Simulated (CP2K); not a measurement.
MoS2 under changes of volume

One of the cells (17.750 Å³/atom); the others are scaled copies at fixed shape and fractional positions:

```
Mo S
1.0
     6.38318    0.00000    0.00000
     5.59554    3.07162    0.00000
     5.59554    1.43483    2.71591
Mo S
1 2
Direct
  0.00000 0.00000 0.00000
  0.25000 0.25000 0.25000
  0.75000 0.75000 0.75000
```

Measurements of this composition are mostly on another form, of space group No. 194.

- Program: CP2K 2026.2
- Functional: PBEsol
- Potentials or basis: POTENTIAL_UZH Mo GTH-PBE-q14, S GTH-PBE-q6; TZVP-MOLOPT-PBE-GTH basis
- Density cutoff: 6123 eV
- k mesh: 10 × 10 × 10
- Occupations: fermi-dirac, width 0.05 eV
- Spin: no spin polarisation

| volume (Å³/atom) | energy over the lowest point (meV/atom) | pressure (GPa) | largest force (eV/Å) |
| --- | --- | --- | --- |
| 16.685 | 79.81 | 16.8 | 2.274 |
| 17.040 | 47.36 | 12.5 | 1.824 |
| 17.395 | 24.02 | 8.6 | 1.408 |
| 17.750 | 8.87 | 5.1 | 1.021 |
| 18.105 | 1.11 | 2.0 | 0.663 |
| 18.460 | 0.00 | -0.9 | 0.330 |
| 18.815 | ? | ? | ? |

Task: What does the run at 18.815 Å³/atom give?

Result: Energy over the lowest point 4.89 meV/atom; pressure -3.5 GPa; largest force 0.021 eV/Å.

Worked out: A Birch-Murnaghan fit of order 3 (a polynomial in V^(-2/3)) to the other rows has its minimum at 18.34 Å³/atom with B0 = V·E''(V) = 145 GPa and B' = 4.3 at fixed shape and positions, which overstates the stiffness. It gives 4.89 meV/atom at 18.815 Å³/atom, against the run's 4.89, and -dE/dV = -3.5 GPa, against -3.5.

Energies are extrapolated to zero smearing.

Caveats: the potentials were made for another functional, which shifts forces and pressure; the cell's inner coordinates are idealised or old, which leaves forces on the atoms; the basis of atomic orbitals isn't converged, which shifts pressures, moduli and gaps.
